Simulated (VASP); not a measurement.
A run of VASP 6.6.1 is set up as follows.

INCAR

```
ALGO = Normal ; EDIFF = 1E-7
EDIFFG = -0.005 ; ENCUT = 600
IBRION = 2 ; ISIF = 3
ISMEAR = 0 ; KPAR = 4
LASPH = True ; LCHARG = False
LREAL = False ; LWAVE = False
NELM = 80 ; NSW = 90
PREC = Accurate ; SIGMA = 0.03
```

The input KPOINTS:

```
k-points
0
Gamma
  8 4 2
```

POSCAR

```
Te2Mo                                   
1.0
    3.4431099527      0.0000000000      0.0000000000
    0.0000000000      6.3084358485      0.0000000000
    0.0000000000      0.0000000000     13.2763303246
  Te              Mo            
     8     4
Direct
     0.5000000000000000    0.7078164089482215    0.9018449819331430
     0.0000000000000000    0.2921835910517783    0.4018449819331432
     0.0000000000000000    0.6457971291577250    0.6607537090735800
     0.5000000000000000    0.3542028708422748    0.1607537090735802
     0.5000000000000000    0.1495918495321277    0.6124400124749269
     0.0000000000000000    0.8504081504678723    0.1124400124749269
     0.0000000000000000    0.2014983761343144    0.8542544460625182
     0.5000000000000000    0.7985016238656858    0.3542544460625181
     0.0000000000000000    0.4608137144732317    0.0143160550833403
     0.5000000000000000    0.5391862855267683    0.5143160550833402
     0.5000000000000000    0.0974589457723185    0.0005907953724879
     0.0000000000000000    0.9025410542276816    0.5005907953724882
```

Potentials or basis: VASP PAW LDA potentials, release 64 (Te, Mo_sv).

The run is started by

```console
$ cat potpaw_LDA.64/Te/POTCAR potpaw_LDA.64/Mo_sv/POTCAR > POTCAR
$ mpirun -np 4 vasp_std > vasp.out
```

Task: Estimate the band gap on the k mesh.

Result: None (metal or under the smearing width).

Final structure:
```
CELL_PARAMETERS angstrom
3.44304 0.00000 0.00000
0.00000 6.30806 0.00000
0.00000 0.00000 13.27856
ATOMIC_POSITIONS crystal
Te 0.50000 0.70792 0.90193
Te 0.00000 0.29208 0.40193
Te 0.00000 0.64567 0.66075
Te 0.50000 0.35433 0.16075
Te 0.50000 0.14950 0.61238
Te 0.00000 0.85050 0.11238
Te 0.00000 0.20153 0.85423
Te 0.50000 0.79847 0.35423
Mo 0.00000 0.46086 0.01436
Mo 0.50000 0.53914 0.51436
Mo 0.50000 0.09758 0.00055
Mo 0.00000 0.90242 0.50055
```

The run has no spin-orbit coupling, so splittings on Te are missing.
